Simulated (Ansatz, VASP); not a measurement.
**TaAgS3 in two plane-wave programs**

One calculation is typed for both programs; each brings its own data sets. How far apart do they land? The cell is generated by rule, not measured, and may not be a known phase. The cell is taken from a series of runs on this material, whose earlier steps may have relaxed, scaled, displaced or heated it; both programs get it as it stands.

Method: plane waves, with VASP 6.6.1 beside it; zone-centre phonons at PBE, in Ansatz 0.2.0.

The structure was built from a prototype and need not be the compound's stable phase.

### Step 1. The starting structure

Symmetry: Pm-3m, No. 221, cubic system. Conventional cell: a = 4.811 Å, b = 4.811 Å, c = 4.811 Å, α = 90.00°, β = 90.00°, γ = 90.00°. Nearest to Ag lie 12 S at 3.40 Å. Nearest to Ta lie 6 S at 2.41 Å. Nearest to S lie 2 Ta at 2.41 Å. Farther neighbours and most contacts between anions are not listed.

Coordinates:

```xyz
5
Lattice="4.8115 0.0000 0.0000 0.0000 4.8115 0.0000 0.0000 0.0000 4.8115" Properties=species:S:1:pos:R:3 pbc="T T T"
Ag    0.0000    0.0000    0.0000
Ta    2.4057    2.4057    2.4057
S     2.4057    2.4057    0.0000
S     2.4057    0.0000    2.4057
S     0.0000    2.4057    2.4057
```

### Step 2. VASP: zone-centre phonons, PBE

Second derivatives magnify differences that forces hide, and they need a tight electronic threshold.

Lines of VASP's logs that name or quote its potential files are left out, and so is its time.

Contents of INCAR:

```
SYSTEM = TaAgS3
PREC = Accurate
ENCUT = 500
EDIFF = 1E-08
NELM = 120
ISMEAR = 1
SIGMA = 0.2
LREAL = .FALSE.
ALGO = Normal
GGA = PE
NBANDS = 26
LASPH = .TRUE.
LORBIT = 11
LWAVE = .FALSE.
LCHARG = .FALSE.
ISIF = 2
IBRION = 8
GGA_COMPAT = .FALSE.
KPAR = 2
```

Contents of POSCAR:

```
TaAgS3
1.0
    4.8114923399      0.0000000000      0.0000000000
    0.0000000000      4.8114923399      0.0000000000
    0.0000000000      0.0000000000      4.8114923399
Ag Ta S
1 1 3
Direct
    0.0000000000      0.0000000000      0.0000000000
    0.5000000000      0.5000000000      0.5000000000
    0.5000000000      0.5000000000      0.0000000000
    0.5000000000      0.0000000000      0.5000000000
    0.0000000000      0.5000000000      0.5000000000
```

Contents of KPOINTS:

```
Automatic mesh
0
Gamma
8 8 8
0 0 0
```

Potentials, in the order of the species: Ag, Ta_pv and S (PBE family, release 64).

Launch:

```console
> mpirun -np 2 vasp_std
```

Numbers of over 12 decimals in the logs are rounded to 6 here.

Log:

```text
[banner, memory and clock lines left out]
running    2 mpi-ranks, on    1 nodes
 distrk:  each k-point on    1 cores,    2 groups
 distr:  one band on    1 cores,    1 groups

 POSCAR found type information on POSCAR AgTaS
 POSCAR found :  3 types and       5 ions
 LDA part: xc-table for (Slater+PW92), standard interpolation
 POSCAR, INCAR and KPOINTS ok, starting setup
 FFT: planning ... GRIDC
 FFT: planning ... GRID_SOFT
 FFT: planning ... GRID
 WAVECAR not read
 entering main loop
       N       E                     dE             d eps       ncg     rms          rms(c)
DAV:   1     0.264291833759E+03    0.26429E+03   -0.19146E+04  1852   0.135E+03
DAV:   2    -0.153012346572E+02   -0.27959E+03   -0.27312E+03  2180   0.312E+02
DAV:   3    -0.310190008553E+02   -0.15718E+02   -0.15581E+02  2268   0.706E+01
DAV:   4    -0.312851054392E+02   -0.26610E+00   -0.26493E+00  2228   0.996E+00
DAV:   5    -0.312905093096E+02   -0.54039E-02   -0.53994E-02  2206   0.144E+00    0.194E+01
DAV:   6    -0.283059052481E+02    0.29846E+01   -0.98130E+00  1954   0.211E+01    0.979E+00
DAV:   7    -0.281645103552E+02    0.14139E+00   -0.13954E+00  1966   0.670E+00    0.660E+00
DAV:   8    -0.280930101059E+02    0.71500E-01   -0.41189E-01  2188   0.403E+00    0.747E-01
DAV:   9    -0.280839093443E+02    0.91008E-02   -0.76260E-02  1996   0.154E+00    0.298E-01
DAV:  10    -0.280835637964E+02    0.34555E-03   -0.39281E-03  1940   0.370E-01    0.150E-01
DAV:  11    -0.280836534889E+02   -0.89693E-04   -0.51302E-04  2118   0.132E-01    0.814E-02
DAV:  12    -0.280836868302E+02   -0.33341E-04   -0.28832E-04  2028   0.989E-02    0.336E-02
DAV:  13    -0.280836734130E+02    0.13417E-04   -0.71133E-05  1960   0.459E-02    0.408E-03
DAV:  14    -0.280836729746E+02    0.43834E-06   -0.27859E-06  2054   0.101E-02    0.468E-03
DAV:  15    -0.280836728988E+02    0.75869E-07   -0.11899E-07  2218   0.198E-03    0.116E-03
DAV:  16    -0.280836729676E+02   -0.68841E-07   -0.11143E-08  1220   0.712E-04    0.391E-04
DAV:  17    -0.280836729542E+02    0.13408E-07   -0.41318E-09  1018   0.390E-04    0.133E-04
DAV:  18    -0.280836729496E+02    0.46471E-08   -0.90991E-10   978   0.164E-04
   1 F= -.28083673E+02 E0= -.28085660E+02  d E =0.596132E-02
 Linear response reoptimize wavefunctions to high precision
DAV:   1    -0.280836729513E+02   -0.17799E-08   -0.13709E-10   996   0.695E-05
DAV:   2    -0.280836729513E+02    0.27285E-10   -0.25175E-11   960   0.266E-05
 Linear response DOF=           4
 Linear response progress:
  Degree of freedom:   1/  4
       N       E                     dE             d eps       ncg     rms          rms(c)
RMM:   1    -0.309503585961E+00   -0.30950E+00   -0.20694E-01  6609   0.248E+00
RMM:   2    -0.309598216446E+00   -0.94630E-04   -0.16101E-03  6247   0.227E-01    0.441E-02
RMM:   3    -0.309359034193E+00    0.23918E-03   -0.10722E-04  6241   0.441E-02    0.232E-02
RMM:   4    -0.309114624559E+00    0.24441E-03   -0.22260E-05  6111   0.216E-02    0.583E-03
RMM:   5    -0.309031518721E+00    0.83106E-04   -0.15464E-06  6286   0.656E-03    0.149E-03
RMM:   6    -0.309028867728E+00    0.26510E-05   -0.21246E-07  6193   0.200E-03    0.433E-04
RMM:   7    -0.309031526714E+00   -0.26590E-05   -0.31464E-08  6237   0.706E-04    0.145E-04
RMM:   8    -0.309031520181E+00    0.65325E-08   -0.16578E-08  6571   0.198E-04    0.622E-05
 first order change of Fermi-energy   0.56223E-04
 force on displaced ion       1 direction 1 :   1.165   0.000  -0.000
 Linear response progress:
  Degree of freedom:   2/  4
       N       E                     dE             d eps       ncg     rms          rms(c)
RMM:   1    -0.175826817125E+00   -0.17583E+00    0.11300E+01  4630   0.218E+01
RMM:   2    -0.204446099412E+00   -0.28619E-01   -0.41285E-02  5906   0.126E+00    0.187E-01
RMM:   3    -0.203782351021E+00    0.66375E-03   -0.20467E-03  6548   0.216E-01    0.104E-01
RMM:   4    -0.202984496081E+00    0.79785E-03   -0.80547E-04  6841   0.123E-01    0.273E-02
RMM:   5    -0.202905916149E+00    0.78580E-04   -0.45228E-05  6788   0.328E-02    0.200E-02
RMM:   6    -0.202723193131E+00    0.18272E-03   -0.18148E-05  6967   0.187E-02    0.363E-03
RMM:   7    -0.202744079800E+00   -0.20887E-04   -0.55448E-06  6517   0.746E-03    0.101E-03
RMM:   8    -0.202744768555E+00   -0.68876E-06   -0.92062E-07  7171   0.284E-03    0.586E-04
RMM:   9    -0.202742276809E+00    0.24917E-05   -0.19589E-07  7064   0.104E-03    0.347E-04
RMM:  10    -0.202743115451E+00   -0.83864E-06   -0.14133E-07  6768   0.603E-04    0.939E-05
RMM:  11    -0.202743241939E+00   -0.12649E-06   -0.16271E-07  7324   0.282E-04    0.391E-05
RMM:  12    -0.202743211469E+00    0.30469E-07   -0.10272E-07  7681   0.184E-04    0.635E-06
RMM:  13    -0.202743210490E+00    0.97919E-09    0.26494E-08  7461   0.110E-04    0.326E-06
 first order change of Fermi-energy  -0.48394E-03
 force on displaced ion       2 direction 1 :  -0.818  -0.000   0.000
 Linear response progress:
  Degree of freedom:   3/  4
       N       E                     dE             d eps       ncg     rms          rms(c)
RMM:   1    -0.112318977033E+00   -0.11232E+00    0.54643E-03 14655   0.142E+00
RMM:   2    -0.111409004416E+00    0.90997E-03   -0.38406E-03 10388   0.268E-01    0.404E-02
RMM:   3    -0.111775422542E+00   -0.36642E-03   -0.22504E-04 10217   0.531E-02    0.252E-02
RMM:   4    -0.112122036036E+00   -0.34661E-03   -0.66561E-05 10304   0.290E-02    0.109E-02
RMM:   5    -0.112120853707E+00    0.11823E-05   -0.53425E-06 10762   0.867E-03    0.387E-03
RMM:   6    -0.112139494426E+00   -0.18641E-04   -0.38818E-07 11059   0.231E-03    0.173E-03
RMM:   7    -0.112145948501E+00   -0.64541E-05   -0.22882E-07 10423   0.959E-04    0.511E-04
RMM:   8    -0.112146102940E+00   -0.15444E-06   -0.54983E-08 10940   0.360E-04    0.146E-04
RMM:   9    -0.112146932195E+00   -0.82925E-06   -0.23776E-07 10898   0.179E-04    0.370E-05
RMM:  10    -0.112146916371E+00    0.15824E-07    0.26168E-07 11379   0.690E-05    0.205E-05
RMM:  11    -0.112146746882E+00    0.16949E-06    0.12858E-09 11196   0.466E-05    0.885E-06
RMM:  12    -0.112146732250E+00    0.14632E-07   -0.16486E-07 11318   0.354E-05    0.199E-06
RMM:  13    -0.112146735895E+00   -0.36449E-08   -0.92195E-08 10097   0.321E-05    0.962E-07
 first order change of Fermi-energy  -0.16977E-03
 force on displaced ion       3 direction 1 :   0.070   0.000   0.000
 Linear response progress:
  Degree of freedom:   4/  4
       N       E                     dE             d eps       ncg     rms          rms(c)
RMM:   1    -0.119478460742E+00   -0.11948E+00    0.50143E-02  8725   0.174E+00
RMM:   2    -0.120596185103E+00   -0.11177E-02   -0.39436E-03  6322   0.304E-01    0.244E-01
RMM:   3    -0.120998870309E+00   -0.40269E-03   -0.23476E-03  5828   0.180E-01    0.108E-01
RMM:   4    -0.121708734752E+00   -0.70986E-03   -0.68217E-04  6335   0.925E-02    0.385E-02
RMM:   5    -0.121832421089E+00   -0.12369E-03   -0.10061E-04  6049   0.460E-02    0.114E-02
RMM:   6    -0.121871517505E+00   -0.39096E-04   -0.13828E-05  6227   0.147E-02    0.698E-03
RMM:   7    -0.121898336007E+00   -0.26819E-04   -0.41900E-06  6381   0.864E-03    0.175E-03
RMM:   8    -0.121899575833E+00   -0.12398E-05   -0.49691E-07  6317   0.260E-03    0.729E-04
RMM:   9    -0.121899982527E+00   -0.40669E-06   -0.12655E-07  6767   0.128E-03    0.332E-04
RMM:  10    -0.121901864750E+00   -0.18822E-05   -0.12727E-07  6434   0.414E-04    0.117E-04
RMM:  11    -0.121901648196E+00    0.21655E-06    0.32152E-08  6806   0.139E-04    0.403E-05
RMM:  12    -0.121901767925E+00   -0.11973E-06   -0.28996E-08  6754   0.835E-05    0.219E-05
RMM:  13    -0.121901712867E+00    0.55058E-07   -0.11360E-08  6911   0.471E-05    0.379E-06
RMM:  14    -0.121901718517E+00   -0.56498E-08   -0.40872E-08  6906   0.315E-05    0.177E-06
 first order change of Fermi-energy  -0.21112E-03
 force on displaced ion       3 direction 3 :   0.000   0.000 -10.824
 Linear response finished
```

Parts of OUTCAR (step 2):

```text
ion  position               nearest neighbor table
   1  0.000  0.000  0.000-
   2  0.500  0.500  0.500-   3 2.41   4 2.41   5 2.41   3 2.41   4 2.41   5 2.41
   3  0.500  0.500  0.000-   2 2.41   2 2.41
   4  0.500  0.000  0.500-   2 2.41   2 2.41
   5  0.000  0.500  0.500-   2 2.41   2 2.41

  LATTYP: Found a simple cubic cell.
 ALAT       =     4.8114923399

 Subroutine GETGRP returns: Found 48 space group operations
 (whereof 48 operations were pure point group operations)

The static configuration has the point symmetry O_h .

 Found     35 irreducible k-points:

   k-points           NKPTS =     35   k-points in BZ     NKDIM =     35   number of bands    NBANDS=     26

   dimension x,y,z NGX =    36 NGY =   36 NGZ =   36
   dimension x,y,z NGXF=    72 NGYF=   72 NGZF=   72

   ENCUT  =  500.0 eV  36.75 Ry    6.06 a.u.   8.77  8.77  8.77*2*pi/ulx,y,z

   NELECT =      40.0000    total number of electrons

 k-points in reciprocal lattice and weights: Automatic mesh
   0.00000000  0.00000000  0.00000000       0.002
   0.12500000  0.00000000  0.00000000       0.012
   0.25000000  0.00000000  0.00000000       0.012
   0.37500000  0.00000000  0.00000000       0.012
   0.50000000  0.00000000  0.00000000       0.006
   0.12500000  0.12500000  0.00000000       0.023
   0.25000000  0.12500000  0.00000000       0.047
   0.37500000  0.12500000  0.00000000       0.047
   0.50000000  0.12500000  0.00000000       0.023
[...]
0.50000000  0.50000000  0.37500000       0.012
   0.50000000  0.50000000  0.50000000       0.002

 average (electrostatic) potential at core
       1 -74.0077       2 -40.0069       3 -87.1553       4 -87.1553       5 -87.1553

  Total       -0.0051754     -0.0051754     -0.0051754      0.0000000      0.0000000      0.0000000
  in kB       -0.0744408     -0.0744408     -0.0744408      0.0000000      0.0000000      0.0000000
  external PRESSURE =      -0.0744408 kB  Pullay stress =       0.0000000 kB

  energy-cutoff  :      500.00
  volume of cell :      111.39
      direct lattice vectors                 reciprocal lattice vectors
     4.811492340  0.000000000  0.000000000     0.207835725  0.000000000  0.000000000
[...]
POSITION                                       TOTAL-FORCE (eV/Angst)
 -----------------------------------------------------------------------------------
      0.00000      0.00000      0.00000         0.000000      0.000000      0.000000
      2.40575      2.40575      2.40575         0.000000      0.000000      0.000000
      2.40575      2.40575      0.00000         0.000000      0.000000      0.000000
      2.40575      0.00000      2.40575         0.000000      0.000000      0.000000
      0.00000      2.40575      2.40575         0.000000      0.000000      0.000000
 -----------------------------------------------------------------------------------
    total drift:                                0.000000      0.000000      0.000000

 Eigenvectors and eigenvalues of the dynamical matrix
 ----------------------------------------------------

   1 f  =   10.127459 THz    63.632701 2PiTHz  337.815667 cm-1    41.883786 meV
             X         Y         Z           dx          dy          dz
      0.000000  0.000000  0.000000    -0.000093   -0.003562    0.000000
      2.405746  2.405746  2.405746     0.003573    0.136215   -0.000000
      2.405746  2.405746  0.000000     0.007648    0.291565   -0.000000
      2.405746  0.000000  2.405746     0.007648   -0.900403    0.000000
      0.000000  2.405746  2.405746    -0.023618    0.291565    0.000000

   2 f  =   10.127459 THz    63.632701 2PiTHz  337.815667 cm-1    41.883786 meV
             X         Y         Z           dx          dy          dz
      0.000000  0.000000  0.000000     0.003562   -0.000093   -0.000000
      2.405746  2.405746  2.405746    -0.136215    0.003573   -0.000000
      2.405746  2.405746  0.000000    -0.291565    0.007648   -0.000000
      2.405746  0.000000  2.405746    -0.291565   -0.023618   -0.000000
      0.000000  2.405746  2.405746     0.900403    0.007648   -0.000000

   3 f  =   10.127459 THz    63.632701 2PiTHz  337.815667 cm-1    41.883786 meV
             X         Y         Z           dx          dy          dz
      0.000000  0.000000  0.000000    -0.000000   -0.000000    0.003563
      2.405746  2.405746  2.405746     0.000000    0.000000   -0.136262
      2.405746  2.405746  0.000000     0.000000    0.000000    0.900712
      2.405746  0.000000  2.405746    -0.000000   -0.000000   -0.291665
      0.000000  2.405746  2.405746    -0.000000   -0.000000   -0.291665

   4 f  =    0.014079 THz     0.088462 2PiTHz    0.469631 cm-1     0.058227 meV
             X         Y         Z           dx          dy          dz
      0.000000  0.000000  0.000000     0.223444   -0.473491    0.000607
      2.405746  2.405746  2.405746     0.293604   -0.622166    0.000797
      2.405746  2.405746  0.000000     0.123872   -0.262493    0.000336
      2.405746  0.000000  2.405746     0.123872   -0.262248    0.000336
      0.000000  2.405746  2.405746     0.123757   -0.262493    0.000336

   5 f  =    0.014079 THz     0.088462 2PiTHz    0.469631 cm-1     0.058227 meV
             X         Y         Z           dx          dy          dz
      0.000000  0.000000  0.000000    -0.459234   -0.216552    0.127791
      2.405746  2.405746  2.405746    -0.603433   -0.284549    0.167917
      2.405746  2.405746  0.000000    -0.254589   -0.120051    0.070778
      2.405746  0.000000  2.405746    -0.254589   -0.119940    0.070844
      0.000000  2.405746  2.405746    -0.254352   -0.120051    0.070844

   6 f  =    0.014079 THz     0.088462 2PiTHz    0.469631 cm-1     0.058227 meV
             X         Y         Z           dx          dy          dz
      0.000000  0.000000  0.000000    -0.115318   -0.055070   -0.507731
      2.405746  2.405746  2.405746    -0.151527   -0.072362   -0.667157
      2.405746  2.405746  0.000000    -0.063929   -0.030529   -0.281212
      2.405746  0.000000  2.405746    -0.063929   -0.030501   -0.281474
      0.000000  2.405746  2.405746    -0.063870   -0.030529   -0.281474

   7 f/i=    1.132383 THz     7.114970 2PiTHz   37.772220 cm-1     4.683156 meV
             X         Y         Z           dx          dy          dz
      0.000000  0.000000  0.000000    -0.033439    0.647208    0.000189
      2.405746  2.405746  2.405746     0.035809   -0.693069   -0.000202
      2.405746  2.405746  0.000000    -0.011372    0.220091    0.000010
      2.405746  0.000000  2.405746    -0.011372    0.035129    0.000064
      0.000000  2.405746  2.405746    -0.001815    0.220091    0.000064

   8 f/i=    1.132383 THz     7.114970 2PiTHz   37.772220 cm-1     4.683156 meV
             X         Y         Z           dx          dy          dz
      0.000000  0.000000  0.000000    -0.631566   -0.032590   -0.141628
      2.405746  2.405746  2.405746     0.676319    0.034899    0.151664
      2.405746  2.405746  0.000000    -0.214772   -0.011083   -0.007687
      2.405746  0.000000  2.405746    -0.214772   -0.001769   -0.048162
      0.000000  2.405746  2.405746    -0.034280   -0.011083   -0.048162

   9 f/i=    1.132383 THz     7.114970 2PiTHz   37.772220 cm-1     4.683156 meV
             X         Y         Z           dx          dy          dz
      0.000000  0.000000  0.000000    -0.141430   -0.007492    0.632407
      2.405746  2.405746  2.405746     0.151452    0.008022   -0.677219
      2.405746  2.405746  0.000000    -0.048095   -0.002548    0.034325
      2.405746  0.000000  2.405746    -0.048095   -0.000407    0.215058
      0.000000  2.405746  2.405746    -0.007676   -0.002548    0.215058

  10 f/i=    2.621042 THz    16.468493 2PiTHz   87.428553 cm-1    10.839754 meV
             X         Y         Z           dx          dy          dz
      0.000000  0.000000  0.000000    -0.377714    0.399725    0.058496
      2.405746  2.405746  2.405746    -0.111199    0.117679    0.017221
      2.405746  2.405746  0.000000     0.362751   -0.383889   -0.034009
      2.405746  0.000000  2.405746     0.362751   -0.232397   -0.056178
      0.000000  2.405746  2.405746     0.219601   -0.383889   -0.056178

  11 f/i=    2.621042 THz    16.468493 2PiTHz   87.428553 cm-1    10.839754 meV
             X         Y         Z           dx          dy          dz
      0.000000  0.000000  0.000000     0.402101    0.379712    0.001696
      2.405746  2.405746  2.405746     0.118379    0.111788    0.000499
      2.405746  2.405746  0.000000    -0.386172   -0.364669   -0.000986
      2.405746  0.000000  2.405746    -0.386172   -0.220762   -0.001629
      0.000000  2.405746  2.405746    -0.233779   -0.364669   -0.001629

  12 f/i=    2.621042 THz    16.468493 2PiTHz   87.428553 cm-1    10.839754 meV
             X         Y         Z           dx          dy          dz
      0.000000  0.000000  0.000000     0.038935   -0.043688    0.549950
      2.405746  2.405746  2.405746     0.011463   -0.012862    0.161906
      2.405746  2.405746  0.000000    -0.037393    0.041957   -0.319738
      2.405746  0.000000  2.405746    -0.037393    0.025400   -0.528163
      0.000000  2.405746  2.405746    -0.022637    0.041957   -0.528163

  13 f/i=    3.810227 THz    23.940364 2PiTHz  127.095499 cm-1    15.757826 meV
             X         Y         Z           dx          dy          dz
      0.000000  0.000000  0.000000    -0.000000   -0.000000   -0.000000
      2.405746  2.405746  2.405746     0.000000   -0.000000   -0.000000
      2.405746  2.405746  0.000000    -0.243355    0.568557    0.000000
      2.405746  0.000000  2.405746     0.243355    0.000000   -0.342814
      0.000000  2.405746  2.405746     0.000000   -0.568557    0.342814

  14 f/i=    3.810227 THz    23.940364 2PiTHz  127.095499 cm-1    15.757826 meV
             X         Y         Z           dx          dy          dz
      0.000000  0.000000  0.000000    -0.000000    0.000000    0.000000
      2.405746  2.405746  2.405746     0.000000    0.000000   -0.000000
      2.405746  2.405746  0.000000    -0.147600    0.309648   -0.000000
      2.405746  0.000000  2.405746     0.147600   -0.000000    0.618330
      0.000000  2.405746  2.405746     0.000000   -0.309648   -0.618330

  15 f/i=    3.810227 THz    23.940364 2PiTHz  127.095499 cm-1    15.757826 meV
             X         Y         Z           dx          dy          dz
      0.000000  0.000000  0.000000     0.000000   -0.000000    0.000000
      2.405746  2.405746  2.405746     0.000000   -0.000000   -0.000000
      2.405746  2.405746  0.000000     0.647296    0.284360   -0.000000
      2.405746  0.000000  2.405746    -0.647296   -0.000000    0.012112
      0.000000  2.405746  2.405746    -0.000000   -0.284360   -0.012112

 ELASTIC MODULI CONTR FROM IONIC RELAXATION (kBar)
 Direction    XX          YY          ZZ          XY          YZ          ZX
 --------------------------------------------------------------------------------
 XX           0.0000      0.0000      0.0000      0.0000      0.0000      0.0000
 YY           0.0000      0.0000      0.0000      0.0000      0.0000      0.0000
 ZZ           0.0000      0.0000      0.0000      0.0000      0.0000      0.0000
 XY           0.0000      0.0000      0.0000      0.0000      0.0000      0.0000
 YZ           0.0000      0.0000      0.0000      0.0000      0.0000      0.0000
 ZX           0.0000      0.0000      0.0000      0.0000      0.0000      0.0000
 --------------------------------------------------------------------------------
```

Energies printed during the response cycles are not total energies of the cell.

(Part 1 of 2 ends here.)

[Lines on the potential files, build, host, timing and source positions are cut from VASP's logs without a mark.]

[Logs are printed without paths, hosts, clocks, repeated set-up lines and the standing remarks that a program may print on its own settings, such as how far it seeks lower states.]

[Hosts, paths, dates, database ids (printed as entryN), source tags and the programs' standing remarks are cut or masked in the printed files.]
